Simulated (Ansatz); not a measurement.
An Ansatz (an electronic-structure program) run: AlAs with a change (As → Sb); PBE/PAW in Ansatz, spin-orbit coupling left out.

Input:

Ansatz 0.2 input:
```yaml
crystal:
  lattice:
    - [0, 3.1125109488, 3.1125109488]
    - [3.1125109488, 0, 3.1125109488]
    - [3.1125109488, 3.1125109488, 0]
  atoms:
    - { symbol: Sb, position: [0.75, 0.75, 0.75] }
    - { symbol: Al, position: [0, 0, 0] }
basis: { ecutwfc: 420, ecutrho_ratio: 4, xc_grid: 2, fft_grid_basis: typed }
kpoints: { mp_grid: { grid: [13, 13, 13] } }
hamiltonian:
  xc: pbe
  dispersion: none
  pseudopotentials: { kind: paw }
scf: { occupations: { method: fermi_dirac, width: 0.05 }, convergence: { dr2_threshold: 0.0000000002 } }
output: { forces: true, stress: true }
checkpoint: { write: state.ck, write_every: 1000 }
```

Output:

```
Pseudopotentials: kind: paw
Pseudopotential: Sb, paw, valence charge 15
Pseudopotential: Al, paw, valence charge 3
Functional definition: PBE
Crystal: 2 atoms, lattice volume = 60.306 Å³
Basis set: ecut = 420 eV, 1243 PW (Γ), exchange–correlation on 60×60×60 points (8 copies of the dense FFT grid, shifted against one another)
Bands: 13, of which v1, the nominal top of the filled ones, is band 9 counted from 1 (8 counted from 0)
Symmetry: 24 space group operations
Space group: F-43m (ITA 216), of the structure as read, at distance tolerance 3.9e-5 Å
k-points: 84 of 2197 (time reversal used)
Initial density: superposition of atomic densities (neutral atoms: chi_scale 0, normalization atom), corrected by the library's trained network
Initial wavefunctions: pseudopotential atomic-orbital guess
Eigensolver: davidson
Functional: x = pbe(κ = 0.804, μ = 0.2195149727645171), c = pbe(β = 0.06672455060314922)
SCF iter   1: F=—  HF=-7022.340262 eV  |F-HF|=—  |Δ(HF+E_count)|=         —  Δρ=1.91e-3  dr2=4.36e-3  ethr=1.77e-3  ⟨swp⟩=6.2  Hψ=7383  notcnv=0
all-band conjugate gradients solve this SCF's bands
preconditioner: auto → none
SCF iter   2: F=—  HF=-7022.338707 eV  |F-HF|=—  |Δ(HF+E_count)|=   1.55e-3  Δρ=7.16e-4  dr2=4.05e-4  ethr=2.42e-5  ⟨swp⟩=2.7  Hψ=2576  notcnv=0
SCF iter   3: F=—  HF=-7022.338814 eV  |F-HF|=—  |Δ(HF+E_count)|=   1.07e-4  Δρ=1.93e-4  dr2=2.28e-5  ethr=2.25e-6  ⟨swp⟩=2.0  Hψ=1428  notcnv=0
SCF iter   4: F=—  HF=-7022.338838 eV  |F-HF|=—  |Δ(HF+E_count)|=   2.47e-5  Δρ=6.46e-5  dr2=3.22e-6  ethr=1.27e-7  ⟨swp⟩=2.9  Hψ=1860  notcnv=0
SCF iter   5: F=—  HF=-7022.338841 eV  |F-HF|=—  |Δ(HF+E_count)|=   2.33e-6  Δρ=1.36e-5  dr2=1.28e-7  ethr=1.79e-8  ⟨swp⟩=3.0  Hψ=1848  notcnv=0
SCF iter   6: F=—  HF=-7022.338840 eV  |F-HF|=—  |Δ(HF+E_count)|=   1.45e-7  Δρ=2.90e-6  dr2=3.74e-9  ethr=7.14e-10  ⟨swp⟩=2.0  Hψ=1848  notcnv=0
SCF iter   7: F=-7022.338840 eV  HF=-7022.338840 eV  |F-HF|=7.09e-11  |Δ(HF+E_count)|=   7.12e-9  Δρ=3.40e-7  dr2=4.48e-11  ethr=1.11e-12  ⟨swp⟩=4.0  Hψ=4640  notcnv=0
SCF 1 converged in 7 iterations: F = -7022.338840 eV  dr2 = 4.48e-11
SCF converged after 7 iterations
Free energy (F): -7022.338840 eV
Harris-Foulkes:  -7022.338840 eV  (|F-HF|=7.09e-11)
Internal energy: -7022.338840 eV  (E = F + TS)
E sigma→0 (E₀):  -7022.338840 eV
Entropy (-TS):   -0.000000 eV (-0.000 meV/atom)
Fermi energy:    6.387110 eV
--- Per-component energies (eV) ---
  E_band       = -211.760916
  E_kinetic    = 228.854219
  E_local      = -1969.193906  (includes V_loc(G=0)·N_el)
  E_nonlocal   = 374.034456
  E_hartree    = 889.986874
  E_xc         = -177.073049
  E_vxc        = -123.821016  (∫ρ·V_xc dr)
  E_paw        = -5044.610376  (= ΣΔE_a)
  E_vpaw       = -501.608185  (= ΣTr[D̂ρ^β])
  E_aug_tail   = -0.000004  (compensation charges beyond the density's cutoff)
  E_ewald      = -1324.337054
  E_smearing   = -0.000000  (= −TS)
  E_closure    = 0.000000  (closes the sum)
  Σ components = -7022.338840   (vs F -7022.338840, Δ=0.00e0)
  [band-id]    e_kinetic+e_local+e_nonlocal+2·e_hartree+e_vxc+e_vpaw+e_augmentation_tail = -211.760688   (vs E_band -211.760916, Δ=2.27e-4)
--- Forces (eV/Å), atoms counted from 1 ---
  atom   1  Sb     0.00000000    -0.00000000     0.00000000
  atom   2  Al    -0.00000000     0.00000000     0.00000000
  max |Σ_I F_I| component: 3.24e-17 eV/Å
--- Stress (GPa, compression-positive) ---
        0.002792      -0.000000       0.000000
       -0.000000       0.002792       0.000000
        0.000000       0.000000       0.002792
  P = ⅓ Tr σ = 0.0028 GPa (0.028 kbar)
  The stress holds the Pulay correction. Without it, at fixed plane waves, as pw.x and ABINIT print it: P = -0.0286 GPa
  The stress includes an estimate of the error left by incomplete SCF convergence (largest component -0.0001 GPa).
--- Band table ---
  band table: none
```

Spin-orbit coupling, missing from the scalar runs, can matter with Sb. Whether these cells are dynamically stable was not tested. The cell was made from AlAs by this change: As → Sb.
